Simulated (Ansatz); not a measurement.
# LiF: the cost of one run

Method: DFT PBE, scalar-relativistic, plane waves, PAW, unless a step names another level, in Ansatz 0.2.0.

### Step 1. The starting structure

The structure is cubic, space group Fm-3m (No. 225). Conventional cell: a = 4.068 Å, b = 4.068 Å, c = 4.068 Å, α = 90.00°, β = 90.00°, γ = 90.00°. Li (site symmetry m-3m) has 6 F at 2.03 Å as nearest neighbours. Around F (site symmetry m-3m) lie 6 Li at 2.03 Å.

Structure file:

```cif
data_structure
_symmetry_space_group_name_H-M 'P 1'
_symmetry_Int_Tables_number 1
_cell_length_a 2.8762
_cell_length_b 2.8762
_cell_length_c 2.8762
_cell_angle_alpha 60.000
_cell_angle_beta 60.000
_cell_angle_gamma 60.000
_cell_volume 16.82
loop_
_atom_site_label
_atom_site_type_symbol
_atom_site_fract_x
_atom_site_fract_y
_atom_site_fract_z
_atom_site_occupancy
Li1 Li 0.00000 0.00000 0.00000 1
F1 F 0.50000 0.50000 0.50000 1
```

The cell was relaxed beforehand at this level, from a generated guess; it needn't be the stable form of this composition. At a tolerance of 0.02 Å it has space group Fm-3m (No. 225); it has 8.41 Å³/atom, an uncorrected energy of -2.95 eV/atom over the elements and, on its mesh, gap 8.83 eV.

### Step 2. Band edges anywhere in the zone

File input.yaml:

```yaml
crystal:
  lattice:
    - [0.0, 2.0337928472, 2.0337928472]
    - [2.0337928472, 0.0, 2.0337928472]
    - [2.0337928472, 2.0337928472, 0.0]
  atoms:
    - { symbol: Li, position: [0.0, 0.0, 0.0] }
    - { symbol: F, position: [0.5, 0.5, 0.5] }
basis:
  ecutwfc: 420
kpoints:
  mp_grid: { grid: [10, 10, 10] }
  band_path: { path: [VBM, CBM], npoints: 2 }
hamiltonian:
  xc: pbe
scf:
  occupations: { method: gaussian, width: 0.02 }
output:
  forces: false
  stress: false
  eigenvalues: true
checkpoint:
  read: start.run
  write: ck
  compress: false
  write_wavefunctions: false
  write_every: 100000
```

On the command line:

```console
> ansatz run input.yaml --threads 1 --pin off --max-ram 2560MiB --backend cpu --events-out ev --progress --plain --runs-dir out
```

**Question.** How long does this run take on 1 thread of Arm Neoverse V1, shared host, and how much memory does it need?

About 1.2 s, with a peak of 0.23 GiB.
